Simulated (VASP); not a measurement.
Write the native input for VASP 6.6.1 that does the following.

* Task: single point
* Functional: PBEsol
* Potentials or basis: VASP PAW PBE potentials, release 64 (Au)
* Cutoff: 520 eV
* k mesh: 28 × 28 × 28
* Occupations: gaussian, width 0.1 eV
* Spin: no spin polarisation
* Further INCAR settings: ALGO = Normal; EDIFF = 1e-06

The structure of Au lies in POSCAR:

```
Au
1.0
   -1.6204100000      1.6204100000      1.6204100000
    1.6204100000     -1.6204100000      1.6204100000
    1.6204100000      1.6204100000     -1.6204100000
Au
1
Direct
    0.0000000000      0.0000000000      0.0000000000
```

This isn't the form of Au at room conditions, which is fcc.

These files were run (other wordings do the same):

INCAR

```
SYSTEM = Au
PREC = Accurate ; ENCUT = 520
EDIFF = 1E-6 ; ISMEAR = 0
SIGMA = 0.1 ; LREAL = .False.
LASPH = .True. ; NELM = 60
ALGO = Normal ; ISIF = 2
LWAVE = .False. ; LCHARG = .False.
GGA = PS
```

KPOINTS

```
Automatic mesh
0
Gamma
  28 28 28
  0 0 0
```

Potentials or basis: VASP PAW PBE potentials, release 64 (Au).

Launch:

```bash
$ cat potpaw_PBE.64/Au/POTCAR > POTCAR
$ mpirun -np 1 vasp_std > vasp.out
```

Results of the run:

* Pressure: 0.1 GPa
* Band gap on the k mesh: none (metal or under the smearing width)

Caveat: the PAW data sets were made with another functional, which shifts forces and pressure a little.

It took 44 s on 1 thread of Intel(R) Xeon(R) Platinum 8259CL CPU @ 2.50GHz (Skylake/Cascade Lake), with other jobs on the host, peak memory 0.23 GiB.
